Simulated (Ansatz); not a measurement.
The cell is COD entry 9008695, as deposited and not checked against the literature; nothing was relaxed. The listed cell was then made from it by scaling, straining or moving an atom.

An input for PbSe: DFT, PBE, all-electron PAW with datasets made for the crystal, scalar-relativistic (Ansatz 0.2.0).

Command: `ansatz run input.yaml --threads 1 --pin off --max-ram 3072MiB --backend cpu --events-out ev --progress --plain --runs-dir out` The run took 6.1 s on 1 thread of Intel(R) Xeon(R) Platinum 8488C (Sapphire Rapids) (shared host), peak memory 0.49 GiB.

```yaml
crystal:
  lattice:
    - [0.0, 3.06215, 3.0315285]
    - [3.06215, 0.0, 3.0315285]
    - [3.06215, 3.06215, 0.0]
  atoms:
    - { symbol: Pb, position: [0.0, 0.0, 0.0] }
    - { symbol: Se, position: [0.5, 0.5, 0.5] }
kpoints:
  mp_grid: { grid: [9, 9, 9] }
scf:
  occupations: { method: fermi_dirac, width: 0.01 }
hamiltonian:
  xc: pbe
  pseudopotentials: { kind: all_electron, datasets: crystal }
output:
  forces: true
  stress: true
  eigenvalues: true
  efg: { contact_densities: true }
```

Set-up and iterations as logged by Ansatz (the results part is left out, to be predicted):

```
hamiltonian.pseudopotentials.datasets: crystal makes datasets for this crystal and solves the spheres of its atoms anew in each pass: cutoff 240.0 eV, the density's 960.0 eV; for an error of 0.50 meV an atom under PBE, 1.0 meV for the cell; an energy difference from a run of another recipe may be off by several times the error for the cell, under r2SCAN by more, where some 0.1 meV an atom stays at smaller errors; Se in spheres of 1.376 Å, 6 of its electrons in bands; Pb in spheres of 1.376 Å, 14 of its electrons in bands
Engine: ansatz 0.2.0
Pseudopotentials: kind: all_electron
Pseudopotential: Pb, paw, valence charge 14, recommended cutoff 240 eV (normal), Koelling and Harmon's equation, gaussian nucleus
Pseudopotential: Se, paw, valence charge 6, recommended cutoff 240 eV (normal), Koelling and Harmon's equation, gaussian nucleus
Functional definition: PBE
  parameter kappa = 0.804
  parameter beta = 0.06672455060314922
  exchange = pbe_x(kappa = kappa, mu = beta*pi^2/3)
  correlation = pbe_c(beta = beta)
Crystal: 2 atoms, lattice volume = 56.852 Å³
Basis set: ecut = 240 eV, 515 PW (Γ), exchange–correlation on 48×48×48 points (8 copies of the dense FFT grid, shifted against one another)
Bands: 14, of which v1, the nominal top of the filled ones, is band 10 counted from 1 (9 counted from 0)
Symmetry: 16 space group operations
Space group: I4/mmm (ITA 139), of the structure as read, at distance tolerance 3.8e-5 Å
k-points: 75 of 729
Non-local potential: Pb, projectors of the file, l = 0: 1, l = 1: 1, l = 2: 2
Non-local potential: Se, projectors of the file, l = 0: 1, l = 1: 1
PAW form: soft (Blöchl's): semilocal exchange-correlation on the pseudo side does not see the compensation charge
PAW one-centre angular grid: Pb, 590 points (default); XC on its mesh's 1809 points in the sphere
PAW one-centre angular grid: Se, 110 points (default); XC on its mesh's 1903 points in the sphere
Initial density: superposition of atomic densities (neutral atoms: chi_scale 0, normalization atom)
Initial wavefunctions: pseudopotential atomic-orbital guess
Functional: x = pbe(κ = 0.804, μ = 0.2195149727645171), c = pbe(β = 0.06672455060314922)
iter 1 solved again at ethr=5.01e-3 eV; its pass at ethr=1.00e-1 eV (dr2=1.00e0 eV) is discarded
SCF iter   1: F=—  HF=-634193.660172 eV  |F-HF|=—  |Δ(HF+E_count)|=         —  Δρ=2.68e-2  dr2=9.99e-1  ethr=5.01e-3  ⟨swp⟩=3.2  Hψ=5581  notcnv=0
iter 2 solved again at ethr=4.42e-4 eV; its pass at ethr=5.00e-3 eV (dr2=8.83e-2 eV) is discarded
SCF iter   2: F=—  HF=-634193.384851 eV  |F-HF|=—  |Δ(HF+E_count)|=   2.75e-1  Δρ=1.11e-2  dr2=9.06e-2  ethr=4.42e-4  ⟨swp⟩=2.0  Hψ=5355  notcnv=0  defer=3
SCF iter   3: F=—  HF=-634193.361130 eV  |F-HF|=—  |Δ(HF+E_count)|=   2.37e-2  Δρ=4.45e-3  dr2=9.80e-3  ethr=4.42e-4  ⟨swp⟩=3.0  Hψ=2617  notcnv=0
SCF iter   4: F=—  HF=-634193.361920 eV  |F-HF|=—  |Δ(HF+E_count)|=   7.90e-4  Δρ=4.56e-4  dr2=1.11e-4  ethr=4.90e-5  ⟨swp⟩=3.1  Hψ=2308  notcnv=0
SCF iter   5: F=—  HF=-634193.364228 eV  |F-HF|=—  |Δ(HF+E_count)|=   2.31e-3  Δρ=1.22e-4  dr2=1.01e-5  ethr=5.57e-7  ⟨swp⟩=3.0  Hψ=2765  notcnv=0
SCF iter   6: F=—  HF=-634193.364230 eV  |F-HF|=—  |Δ(HF+E_count)|=   1.89e-6  Δρ=5.02e-5  dr2=2.08e-6  ethr=5.03e-8  ⟨swp⟩=3.0  Hψ=2126  notcnv=0
SCF iter   7: F=—  HF=-634193.364229 eV  |F-HF|=—  |Δ(HF+E_count)|=   6.97e-7  Δρ=3.63e-6  dr2=4.61e-9  ethr=1.04e-8  ⟨swp⟩=3.0  Hψ=2195  notcnv=0
SCF iter   8: F=-634193.364229 eV  HF=-634193.364229 eV  |F-HF|=9.31e-10  |Δ(HF+E_count)|=   4.97e-8  Δρ=2.48e-6  dr2=2.19e-9  ethr=2.30e-11  ⟨swp⟩=3.1  Hψ=2567  notcnv=0
```

Question: What pressure will this run report?

Answer: 2.93 GPa (positive in compression).
